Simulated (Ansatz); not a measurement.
## Puckered SnSe bilayer (AA) in a perpendicular field

What dipole does a perpendicular field induce in the puckered SnSe bilayer (AA), and does the gap follow? A positive field points along +c.

Method: plane-wave DFT, PBE-D3(BJ), Ansatz PAW, in Ansatz 0.2.0.

### Step 1. The starting structure

The cell holds 8 atoms: 4 Sn and 4 Se. Its edges and angles: a = 4.400 Å, b = 4.290 Å, c = 48.187 Å, α = 90.0°, β = 90.0°, γ = 90.0°. Regions: layer 1: puckered SnSe, 4 atoms (2 Sn and 2 Se); layer 2: puckered SnSe, 4 atoms (2 Sn and 2 Se). Vacuum lies along c.

### Step 2. Relaxing the slab

The starting cell is a guess, so the in-plane lattice and the atoms are relaxed first, with the slab cut off from its images along the normal.

Input file input.yaml:

```yaml
crystal:
  lattice:
    - [4.4, 0.0, 0.0]
    - [0.0, 4.29, 0.0]
    - [0.0, 0.0, 48.1871999996]
  atoms:
    - { symbol: Sn, position: [0.06, 0.0, 0.4108974998] }
    - { symbol: Se, position: [0.44, 0.5, 0.4129727397] }
    - { symbol: Se, position: [0.94, 0.0, 0.4667961616] }
    - { symbol: Sn, position: [0.56, 0.5, 0.4688714015] }
    - { symbol: Sn, position: [0.06, 0.0, 0.5311285985] }
    - { symbol: Se, position: [0.44, 0.5, 0.5332038384] }
    - { symbol: Se, position: [0.94, 0.0, 0.5870272603] }
    - { symbol: Sn, position: [0.56, 0.5, 0.5891025002] }
  periodic: [true, true, false]
kpoints:
  mp_grid: { grid: [8, 8, 1] }
hamiltonian:
  xc: pbe
  dispersion: d3bj
scf:
  occupations: { method: fermi_dirac, width: 0.05 }
  convergence: { dr2_threshold: 1.0e-09 }
relax:
  f_tol: 0.004
  max_steps: 90
  cell: {}
output:
  write_potential: true
  write_density: true
  volumetric_format: npy
```

Run with:

```console
> ansatz run input.yaml --threads 4 --pin off --max-ram 8192MiB --backend cpu --events-out ev --progress --plain --runs-dir out
```

Numbers of over 12 decimals in the logs are rounded to 6 here.

What it wrote:

```text
Warning: relax.cell: scf.convergence.dr2_threshold = 1e-9 eV is looser than the 2.31559201446e-10 eV advised for a relaxation that steers and ends on the stress (1e-10 eV for each atom of the cell: 8, times the square of relax.cell.stress_2d_tol = 0.05 N/m over 18.6 Å (the atoms' height at the walk's start and 5 Å past either face), 2.690e-2 GPa, over a crystal's default 0.05). What an SCF threshold leaves in a stress goes as its square root, and in the free energy as the threshold itself, and one threshold admits the most on a small cell: [figures from the program's tests cut] Set scf.convergence.dr2_threshold to 2.31559201446e-10 eV or tighter. [rest of the remark cut]
Engine: ansatz 0.2.0, x86_64-unknown-linux-gnu
Pseudopotentials: kind: paw
Pseudopotential: Sn, paw, valence charge 14, recommended cutoff 420 eV (normal), Sn.paw.azcp
Pseudopotential: Se, paw, valence charge 16, recommended cutoff 420 eV (normal), Se.paw.azcp
Functional definition: PBE
  parameter kappa = 0.804
  parameter beta = 0.066725
  exchange = pbe_x(kappa = kappa, mu = beta*pi^2/3)
  correlation = pbe_c(beta = beta)
Crystal: 8 atoms, lattice volume = 909.582 Å³
Basis set: ecut = 420 eV, 17829 PW (Γ), exchange–correlation on 60×60×648 points (8 copies of the dense FFT grid, shifted against one another)
Bands: 72, of which v1, the nominal top of the filled ones, is band 60 counted from 1 (59 counted from 0)
Symmetry: 4 space group operations
Space group: Pmn21 (ITA 31), of the structure as read, at distance tolerance 9.7e-5 Å
k-points: 25 of 64 (time reversal used)
Non-local potential: Sn, projectors of the file, l = 0: 2, l = 1: 2, l = 2: 2, l = 3: 2
Non-local potential: Se, projectors of the file, l = 0: 2, l = 1: 2, l = 2: 3, l = 3: 1
PAW form: soft (Blöchl's): semilocal exchange-correlation on the pseudo side does not see the compensation charge
PAW one-centre angular grid: Sn, 590 points (default); XC on 64 Gauss nodes
PAW one-centre angular grid: Se, 590 points (default); XC on 64 Gauss nodes
Initial density: superposition of atomic densities (neutral atoms: chi_scale 0, normalization atom), corrected by the library's trained network
Initial wavefunctions: pseudopotential atomic-orbital guess
Functional: x = pbe(κ = 0.804, μ = 0.219515), c = pbe(β = 0.066725)
SCF iter   1: F=—  HF=-45978.260474 eV  |F-HF|=—  |Δ(HF+E_count)|=         —  Δρ=8.90e-4  dr2=2.92e-2  ethr=1.77e-3  ⟨swp⟩=12.9  Hψ=9472  notcnv=0  defer=14
preconditioner: auto → Resta (q_TF=auto, 1.947 Å⁻¹)  ε∞=1.4  [insulator: Δε(μ)=0.962 eV  Ē_g=16.601 eV  σ=0.050 eV  W_gap=1.00  n_scr=108 (ndim 8)  ℏωp=11.0 eV  f_vac=0.738  D(μ)=0.00/eV (n_scr^D=0)  ε∞_Penn≈1.4  vacuum switching on, ρ_ref=2.0e-2 e/Å³]
SCF iter   2: F=—  HF=-45978.263460 eV  |F-HF|=—  |Δ(HF+E_count)|=   2.99e-3  Δρ=8.86e-4  dr2=8.53e-2  ethr=2.43e-5  ⟨swp⟩=4.2  Hψ=4276  notcnv=0  defer=98
SCF iter   3: F=—  HF=-45978.253737 eV  |F-HF|=—  |Δ(HF+E_count)|=   9.72e-3  Δρ=3.76e-4  dr2=3.27e-3  ethr=2.43e-5  ⟨swp⟩=2.4  Hψ=2208  notcnv=0  defer=98
SCF iter   4: F=—  HF=-45978.254014 eV  |F-HF|=—  |Δ(HF+E_count)|=   2.77e-4  Δρ=1.39e-4  dr2=2.14e-4  ethr=2.73e-6  ⟨swp⟩=3.0  Hψ=2628  notcnv=0  defer=98
SCF iter   5: F=—  HF=-45978.254149 eV  |F-HF|=—  |Δ(HF+E_count)|=   1.35e-4  Δρ=4.99e-5  dr2=2.79e-5  ethr=1.78e-7  ⟨swp⟩=3.4  Hψ=3425  notcnv=0  defer=98
SCF iter   6: F=—  HF=-45978.254085 eV  |F-HF|=—  |Δ(HF+E_count)|=   6.37e-5  Δρ=2.10e-5  dr2=4.97e-6  ethr=2.32e-8  ⟨swp⟩=3.0  Hψ=3079  notcnv=0  defer=98
SCF iter   7: F=—  HF=-45978.254141 eV  |F-HF|=—  |Δ(HF+E_count)|=   5.53e-5  Δρ=6.25e-6  dr2=4.26e-7  ethr=4.14e-9  ⟨swp⟩=3.0  Hψ=3118  notcnv=0  defer=97
SCF iter   8: F=—  HF=-45978.254141 eV  |F-HF|=—  |Δ(HF+E_count)|=   2.09e-7  Δρ=1.93e-6  dr2=5.05e-8  ethr=3.55e-10  ⟨swp⟩=3.1  Hψ=3256  notcnv=0  defer=97
SCF iter   9: F=—  HF=-45978.254141 eV  |F-HF|=—  |Δ(HF+E_count)|=   4.40e-8  Δρ=5.96e-7  dr2=3.60e-9  ethr=4.21e-11  ⟨swp⟩=2.9  Hψ=3133  notcnv=0  defer=97
SCF iter  10: F=-45978.254141 eV  HF=-45978.254141 eV  |F-HF|=3.51e-9  |Δ(HF+E_count)|=   4.16e-9  Δρ=2.21e-7  dr2=3.75e-10  ethr=1.00e-12  ⟨swp⟩=11.9  Hψ=12545  notcnv=0
SCF 1 converged in 10 iterations: F = -45978.254141 eV  dr2 = 3.75e-10
  greatest PAW one-centre occupation: 1.000 electrons in one spin orbital (limit 2), on the Se atom at site 5 (counted from 0), in its partial waves of l = 2
relax step   1: F+E_penalty+E_count = -45978.25414077 eV  Δ(F+E_penalty+E_count) = +0.000e0 eV  max|allowed force component| = 8.368e-1 eV/Å  Δτ_max = 0.0000 Å  P = +3.466 N/m  Ω = 909.582 Å³  fix = [c, alpha, beta]  reactions: c +0.000 N/m  (10 SCF iters, accepted)
Crystal: 8 atoms, lattice volume = 912.684 Å³
Basis set: ecut = 420 eV, 17885 PW (Γ), exchange–correlation on 60×60×648 points (8 copies of the dense FFT grid, shifted against one another)
Initial density: handed on by an earlier stage of this run
Initial wavefunctions: those handed on with the density
iter 1 solved again at ethr=1.58e-4 eV; its pass at ethr=3.10e-3 eV (dr2=1.89e-1 eV) is discarded
SCF iter   1: F=—  HF=-45978.677168 eV  |F-HF|=—  |Δ(HF+E_count)|=         —  Δρ=3.70e-3  dr2=1.90e-1  ethr=1.58e-4  ⟨swp⟩=3.9  Hψ=9865  notcnv=0
preconditioner: auto → Resta (q_TF=auto, 1.946 Å⁻¹)  ε∞=1.5  [insulator: Δε(μ)=0.994 eV  Ē_g=16.338 eV  σ=0.050 eV  W_gap=1.00  n_scr=108 (ndim 8)  ℏωp=11.0 eV  f_vac=0.731  D(μ)=0.00/eV (n_scr^D=0)  ε∞_Penn≈1.5  vacuum switching on, ρ_ref=1.9e-2 e/Å³]
SCF iter   2: F=—  HF=-45978.640212 eV  |F-HF|=—  |Δ(HF+E_count)|=   3.70e-2  Δρ=1.96e-3  dr2=4.98e-2  ethr=1.58e-4  ⟨swp⟩=4.4  Hψ=3270  notcnv=0
SCF iter   3: F=—  HF=-45978.648711 eV  |F-HF|=—  |Δ(HF+E_count)|=   8.50e-3  Δρ=1.05e-3  dr2=1.09e-1  ethr=4.15e-5  ⟨swp⟩=4.3  Hψ=3202  notcnv=0  defer=10
SCF iter   4: F=—  HF=-45978.638020 eV  |F-HF|=—  |Δ(HF+E_count)|=   1.07e-2  Δρ=6.45e-4  dr2=1.33e-2  ethr=4.15e-5  ⟨swp⟩=3.5  Hψ=2690  notcnv=0  defer=63
SCF iter   5: F=—  HF=-45978.637140 eV  |F-HF|=—  |Δ(HF+E_count)|=   8.81e-4  Δρ=2.02e-4  dr2=4.45e-4  ethr=1.11e-5  ⟨swp⟩=2.7  Hψ=2365  notcnv=0  defer=67
SCF iter   6: F=—  HF=-45978.637219 eV  |F-HF|=—  |Δ(HF+E_count)|=   7.89e-5  Δρ=5.76e-5  dr2=3.84e-5  ethr=3.71e-7  ⟨swp⟩=3.2  Hψ=3122  notcnv=0  defer=67
SCF iter   7: F=—  HF=-45978.637126 eV  |F-HF|=—  |Δ(HF+E_count)|=   9.25e-5  Δρ=1.94e-5  dr2=2.19e-6  ethr=3.20e-8  ⟨swp⟩=3.3  Hψ=2991  notcnv=0  defer=67
SCF iter   8: F=—  HF=-45978.637181 eV  |F-HF|=—  |Δ(HF+E_count)|=   5.48e-5  Δρ=3.83e-6  dr2=1.71e-7  ethr=1.83e-9  ⟨swp⟩=3.2  Hψ=3172  notcnv=0  defer=67
[...]
relax step   7: F+E_penalty+E_count = -45978.69408403 eV  Δ(F+E_penalty+E_count) = -2.711e-3 eV  max|allowed force component| = 2.072e-2 eV/Å  Δτ_max = 0.0500 Å  P = -0.030 N/m  Ω = 877.507 Å³  energy of the carried Pulay correction = +1.366e-3 eV  fix = [c, alpha, beta]  reactions: c +0.000 N/m  (9 SCF iters, accepted)
relax step   8: F+E_penalty+E_count = -45978.69557924 eV  Δ(F+E_penalty+E_count) = -1.495e-3 eV  max|allowed force component| = 1.446e-2 eV/Å  Δτ_max = 0.0174 Å  P = +0.026 N/m  Ω = 874.226 Å³  energy of the carried Pulay correction = +1.509e-3 eV  fix = [c, alpha, beta]  reactions: c +0.000 N/m  (8 SCF iters, accepted)
relax step   9: F+E_penalty+E_count = -45978.69525485 eV  Δ(F+E_penalty+E_count) = +3.244e-4 eV  max|allowed force component| = 1.943e-2 eV/Å  Δτ_max = 0.0173 Å  P = -0.032 N/m  Ω = 874.544 Å³  energy of the carried Pulay correction = +1.495e-3 eV  fix = [c, alpha, beta]  (9 SCF iters, rejected (line search))
relax step  10: F+E_penalty+E_count = -45978.69596949 eV  Δ(F+E_penalty+E_count) = -3.902e-4 eV  max|allowed force component| = 3.358e-3 eV/Å  Δτ_max = 0.0086 Å  P = -0.002 N/m  Ω = 873.993 Å³  energy of the carried Pulay correction = +1.519e-3 eV  fix = [c, alpha, beta]  reactions: c +0.000 N/m  (8 SCF iters, accepted)
relax step  11: F+E_penalty+E_count = -45978.69603998 eV  Δ(F+E_penalty+E_count) = -7.049e-5 eV  max|allowed force component| = 8.725e-3 eV/Å  Δτ_max = 0.0079 Å  P = +0.027 N/m  Ω = 872.990 Å³  energy of the carried Pulay correction = +1.562e-3 eV  fix = [c, alpha, beta]  reactions: c +0.000 N/m  (8 SCF iters, accepted)
relax step  12: F+E_penalty+E_count = -45978.69605528 eV  Δ(F+E_penalty+E_count) = -1.530e-5 eV  max|allowed force component| = 4.426e-3 eV/Å  Δτ_max = 0.0034 Å  P = +0.007 N/m  Ω = 873.249 Å³  energy of the carried Pulay correction = +1.551e-3 eV  fix = [c, alpha, beta]  reactions: c +0.000 N/m  (7 SCF iters, accepted)
relax step  13: F+E_penalty+E_count = -45978.69606007 eV  Δ(F+E_penalty+E_count) = -4.792e-6 eV  max|allowed force component| = 8.618e-4 eV/Å  Δτ_max = 0.0019 Å  P = -0.003 N/m  Ω = 873.399 Å³  energy of the carried Pulay correction = +1.545e-3 eV  fix = [c, alpha, beta]  reactions: c +0.000 N/m  (6 SCF iters, accepted)
Initial wavefunctions: pseudopotential atomic-orbital guess (no wavefunctions were taken with the density)
iter 1 solved again at ethr=4.81e-7 eV; its pass at ethr=3.10e-3 eV (dr2=5.77e-4 eV) is discarded
SCF iter   1: F=—  HF=-45978.694800 eV  |F-HF|=—  |Δ(HF+E_count)|=         —  Δρ=1.78e-5  dr2=4.19e-7  ethr=4.81e-7  ⟨swp⟩=5.8  Hψ=15776  notcnv=0
eigensolver tolerance schedule: the retry pair's looser diagonalisation over-reported the residual by 1376.60 of it (diagonalisation noise at 0.27 of the residual, at the tolerance the schedule requests for it); recorded, not acted on — ethr = c·dr2/N_el stays at c = 1.0e-1
SCF iter   2: F=—  HF=-45978.694824 eV  |F-HF|=—  |Δ(HF+E_count)|=   2.43e-5  Δρ=8.83e-6  dr2=1.34e-7  ethr=3.49e-10  ⟨swp⟩=4.8  Hψ=4888  notcnv=0
SCF iter   3: F=—  HF=-45978.694824 eV  |F-HF|=—  |Δ(HF+E_count)|=   3.51e-7  Δρ=2.88e-6  dr2=1.47e-7  ethr=1.12e-10  ⟨swp⟩=3.9  Hψ=3380  notcnv=0
SCF iter   4: F=—  HF=-45978.694824 eV  |F-HF|=—  |Δ(HF+E_count)|=   2.92e-8  Δρ=1.78e-6  dr2=2.25e-7  ethr=1.12e-10  ⟨swp⟩=2.1  Hψ=2179  notcnv=0
SCF iter   5: F=—  HF=-45978.694824 eV  |F-HF|=—  |Δ(HF+E_count)|=   1.43e-8  Δρ=8.17e-7  dr2=2.37e-8  ethr=1.12e-10  ⟨swp⟩=2.0  Hψ=2018  notcnv=0
SCF iter   6: F=—  HF=-45978.694824 eV  |F-HF|=—  |Δ(HF+E_count)|=  7.28e-10  Δρ=2.38e-7  dr2=1.71e-9  ethr=1.98e-11  ⟨swp⟩=2.2  Hψ=2186  notcnv=0
SCF iter   7: F=-45978.694824 eV  HF=-45978.694824 eV  |F-HF|=1.02e-10  |Δ(HF+E_count)|=  5.68e-10  Δρ=5.21e-8  dr2=1.81e-11  ethr=1.00e-12  ⟨swp⟩=16.1  Hψ=12333  notcnv=0
SCF 14 converged in 7 iterations: F = -45978.694824 eV  dr2 = 1.81e-11
relax step  14: F+E_penalty+E_count = -45978.69482449 eV  Δ(F+E_penalty+E_count) = +1.236e-3 eV  max|allowed force component| = 7.411e-4 eV/Å  Δτ_max = 0.0000 Å  P = -0.010 N/m  Ω = 873.399 Å³  fix = [c, alpha, beta]  reactions: c +0.000 N/m  stress off target by 1.07e-2 N/m on what of the cell is left free  SCF on the basis re-selected at this cell (its energy is not comparable with the rows above)  (7 SCF iters)
basis re-selected at this cell: Δ(F+E_penalty+E_count) = +1.236e-3 eV, ΔP = -0.007 N/m vs the last step (what re-selecting the basis moved, of the pressure what is left beyond the Pulay correction that the steps carried, after the strain that the cell walked since its last selection, with what the two solves' SCF thresholds leave and, on support functions, any second-order correction that the steps lacked; it is no m [...]
SCF converged after 7 iterations
Free energy (F): -45978.694824 eV
Harris-Foulkes:  -45978.694824 eV  (|F-HF|=1.02e-10)
Internal energy: -45978.694806 eV  (E = F + TS)
E sigma→0 (E₀):  -45978.694815 eV
Entropy (-TS):   -0.000018 eV (-0.002 meV/atom)
Fermi energy:    -3.843309 eV
--- Per-component energies (eV) ---
  E_band       = -3483.361217
  E_kinetic    = 1214.226382
  E_local      = -601761.866520  (includes V_loc(G=0)·N_el)
  E_nonlocal   = -2514.278984
  E_hartree    = 300440.178037
  E_xc         = -1950.178739
  E_vxc        = -779.032520  (∫ρ·V_xc dr)
  E_paw        = -24176.555249  (= ΣΔE_a)
  E_vpaw       = -522.761829  (= ΣTr[D̂ρ^β])
  E_aug_tail   = -0.002387  (compensation charges beyond the density's cutoff)
  E_ewald      = 282772.106757
  E_disp       = -2.324103  (pairwise vdW)
  E_smearing   = -0.000018  (= −TS)
  E_closure    = -0.000000  (closes the sum)
  Σ components = -45978.694824   (vs F -45978.694824, Δ=0.00e0)
--- Forces (eV/Å), atoms counted from 1 ---
  atom   1  Sn     0.00022507    -0.00000000     0.00074112
  atom   2  Se    -0.00037654     0.00000000    -0.00038230
  atom   3  Se     0.00007891     0.00000000    -0.00012556
  atom   4  Sn     0.00007253    -0.00000000    -0.00051084
  atom   5  Sn     0.00007253    -0.00000000     0.00051084
  atom   6  Se     0.00007891     0.00000000     0.00012556
  atom   7  Se    -0.00037654     0.00000000     0.00038230
  atom   8  Sn     0.00022507    -0.00000000    -0.00074112
  max |Σ_I F_I| component: 5.43e-8 eV/Å
--- 2D stress c σ (N/m, compression-positive) ---
       -0.010703      -0.000000      -0.000000
       -0.000000      -0.009366      -0.000000
        0.000000       0.000000       0.000000
  P = ½ c Tr σ = -0.0100 N/m
--- Band table (eV; the first three rows and the last of 25) ---
  k-point 0: bands = [... 56 lower, -6.3576, -6.3499, -5.6141, -5.0035, -2.9574, -1.8053, -1.0404, -0.7478, ... 8 higher]
  k-point 1: bands = [... 56 lower, -6.1858, -5.9673, -5.6503, -4.9482, -3.0307, -1.7595, -1.0530, -0.7565, ... 8 higher]
  k-point 2: bands = [... 56 lower, -5.9799, -5.2518, -5.2352, -4.8472, -3.0975, -2.2393, -2.0027, -1.6658, ... 8 higher]
  k-point 24: bands = [... 56 lower, -6.9693, -6.9693, -5.7013, -5.7013, -1.7356, -1.7356, -0.6687, -0.6687, ... 8 higher]
  the weakly bound empty levels are not read free of the cell's end (no_gap_told)
--- Relaxed structure (13 steps of the walk, 12 accepted, 1 SCFs on fresh bases) ---
  F+E_penalty+E_count = -45978.69482449 eV   max|allowed force component| = 7.411e-4 eV/Å   (the final SCF, on the basis selected at the relaxed cell)
  cell:  # Å, volume = 873.3986 Å³
    - [4.267722, 0.0, 0.0]
    - [0.0, 4.247023, 0.0]
    - [0.0, 0.0, 48.1871999996]
  atoms:
    - { symbol: Sn, position: [0.017083, 0, 0.408742] }
    - { symbol: Se, position: [0.487824, 0.5, 0.408413] }
    - { symbol: Se, position: [0.989534, 0, 0.466154] }
    - { symbol: Sn, position: [0.505559, 0.5, 0.466025] }
    - { symbol: Sn, position: [0.0055593, 0, 0.533975] }
    - { symbol: Se, position: [0.489534, 0.5, 0.533846] }
    - { symbol: Se, position: [0.987824, 0, 0.591587] }
    - { symbol: Sn, position: [0.517083, 0.5, 0.591258] }
```

Elapsed: 39 min, on 4 threads of Intel Xeon at 2.50GHz (Skylake/Cascade Lake), shared host; peak memory 2.4 GiB; 1.6 h of CPU time.

Relaxation path:

```
step  energy less that of the first step (eV)  largest force component (eV/Å)  volume (Å³)
   1                                   0.0000                          0.8368       909.58
   2                                  -0.3830                          0.1915       912.68
   3                                  -0.4023                          0.1096       905.70
   4                                  -0.4212                          0.0465       900.28
   5                                  -0.4313                          0.1000       880.24
   6                                  -0.4372                          0.0369       865.53
   7                                  -0.4399                          0.0207       877.51
   8                                  -0.4414                          0.0145       874.23
   9                                  -0.4411                          0.0194       874.54
  10                                  -0.4418                          0.0034       873.99
  11                                  -0.4419                          0.0087       872.99
  12                                  -0.4419                          0.0044       873.25
  13                                  -0.4419                          0.0009       873.40
 14*                                  -0.4407                          0.0007       873.40
```

Relaxation steps marked * repeat the geometry before them on a plane-wave basis chosen anew for their cell, so energy and pressure can jump there. Relaxation step 9 was tried and not accepted.

The run keeps the 4 symmetry operations that it works with, so distortions that break them were not tested.

```
cell as run  before  after  change
      a (Å)   4.400  4.268  -3.0 %
      b (Å)   4.290  4.247  -1.0 %
```

The atoms that moved most (Å, along periodic axes as changes of fractional coordinates times the final cell, across vacuum about the mean position):

```
atom      dx     dy      dz  length
 Se2   0.204  0.000  -0.220   0.300
 Se7   0.204  0.000   0.220   0.300
 Sn5  -0.232  0.000   0.137   0.270
 Sn4  -0.232  0.000  -0.137   0.270
 Se6   0.211  0.000   0.031   0.214
 Se3   0.211  0.000  -0.031   0.214
 Sn1  -0.183  0.000  -0.104   0.211
 Sn8  -0.183  0.000   0.104   0.211
```

Final coordinates:

```cif
data_structure
_symmetry_space_group_name_H-M 'P 1'
_symmetry_Int_Tables_number 1
_cell_length_a 4.2677
_cell_length_b 4.2470
_cell_length_c 48.1872
_cell_angle_alpha 90.000
_cell_angle_beta 90.000
_cell_angle_gamma 90.000
_cell_volume 873.40
loop_
_atom_site_label
_atom_site_type_symbol
_atom_site_fract_x
_atom_site_fract_y
_atom_site_fract_z
_atom_site_occupancy
Sn1 Sn 0.01708 0.00000 0.40874 1
Se2 Se 0.48782 0.50000 0.40841 1
Se3 Se 0.98953 0.00000 0.46615 1
Sn4 Sn 0.50556 0.50000 0.46603 1
Sn5 Sn 0.00556 0.00000 0.53397 1
Se6 Se 0.48953 0.50000 0.53385 1
Se7 Se 0.98782 0.00000 0.59159 1
Sn8 Sn 0.51708 0.50000 0.59126 1
```

The lattice constant a goes from 4.400 to 4.268 Å.

(Part 1 of 3 ends here.)

[Logs are printed without paths, hosts, clocks, repeated set-up lines and the standing remarks that a program may print on its own settings, such as how far it seeks lower states.]

[Hosts, paths, dates, database ids (printed as entryN), source tags and the programs' standing remarks are cut or masked in the printed files.]

[Maps of the electrostatic potential energy from Ansatz leave out the sawtooth potential of an applied field or a dipole correction, so their vacuum need not be flat; planar profiles and work functions include it.]
